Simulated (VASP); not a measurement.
Here is a VASP 6.6.1 calculation.

File INCAR:

```
ALGO     = Normal         # electronic algorithm
EDIFF    = 1E-6           # SCF threshold, eV
ENCUT    = 520            # plane-wave cutoff, eV
GGA      = PE             # functional
ISIF     = 2              # what is computed and relaxed
ISMEAR   = 0              # smearing method
ISPIN    = 2              # spin polarisation
LASPH    = T              # aspherical terms in the spheres
LCHARG   = F              # write CHGCAR
LMAXMIX  = 4              # l up to which the mixer works
LORBIT   = 11             # projections on sites
LREAL    = F              # projectors in reciprocal space
LWAVE    = F              # write WAVECAR
MAGMOM   = 2 0            # initial moments
NELM     = 150            # most SCF steps
PREC     = Accurate       # precision mode
SIGMA    = 0.02           # smearing width, eV
```

The input KPOINTS:

```
k-points
0
Gamma
  12 12 12
```

File POSCAR:

```
CoO
1.0
   -1.5080000000      1.5080000000      2.1072475377
    1.5080000000     -1.5080000000      2.1072475377
    1.5080000000      1.5080000000     -2.1072475377
Co O
1 1
Direct
    0.0000000000      0.0000000000      0.0000000000
    0.5000000000      0.5000000000      0.0000000000
```

Potentials or basis: VASP PAW PBE potentials, release 64 (Co, O).

The run is started by

```bash
$ cat potpaw_PBE.64/Co/POTCAR potpaw_PBE.64/O/POTCAR > POTCAR
$ mpirun -np 1 vasp_std > vasp.out
```

Q: Predict the band gap on the k mesh.

A: None (metal or under the smearing width).

Q: Predict the site moments.

A: Co +2.57; O +0.30 μB.

Q: What does it give for the net moment?

A: 2.92 μB per cell.

Caveat: a cell with one magnetic atom can't hold antiferromagnetic order, which such compounds often take; semilocal functionals often make such compounds metallic where correlation or magnetic order opens a gap, which also shifts bond lengths. With open d or f shells a metallic result of PBE can be an artefact of self-interaction; +U or a hybrid may open a gap.
